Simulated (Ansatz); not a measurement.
Runs of Ansatz 0.2.0 on WS2. The cell holds a slab with vacuum, 12 atoms: a = 3.183 Å, b = 3.183 Å, c = 35.181 Å, α = 90.00°, β = 90.00°, γ = 120.00°. 

```csv
task,level,cell,cutoff (eV),points for each segment of the path,gap on the mesh (eV),relaxed volume (Å³/atom),largest force (eV/Å)
relaxation of cell and atoms,PBEsol,relaxed,420,-,(b),24.73,0.01
relaxation of cell and atoms,r2SCAN,relaxed,500,-,1.58,(c),-
relaxation of cell and atoms,LDA,relaxed,420,-,1.06,23.52,0.01
band structure,LDA,as given,420,10,1.35,-,0.54
band structure,r2SCAN,as given,500,10,1.54,-,(a)
```

Alike in all rows: potentials or basis Ansatz PAW; no spin polarisation; k mesh 10 × 10 × 1; smearing fermi-dirac 0.05 eV.

Fill in the values left out.

(a) 0.17; (b) 1.32; (c) 25.80.

Caveats: spin-orbit coupling is left out, which moves the levels of the heavy elements; the PAW data sets come from PBE, with cores solved anew for the run's functional, which leaves a small shift of forces and pressure; the plane-wave basis is chosen anew once the cell has moved, so the energies of steps on either side of that aren't comparable (some runs); the k mesh misses the band edges, so the gap on the mesh is wider than the one along the path (some runs).

A k mesh can miss the band edges, and the runs leave out spin-orbit coupling on W.

Runs at the PBE level aren't shown here.
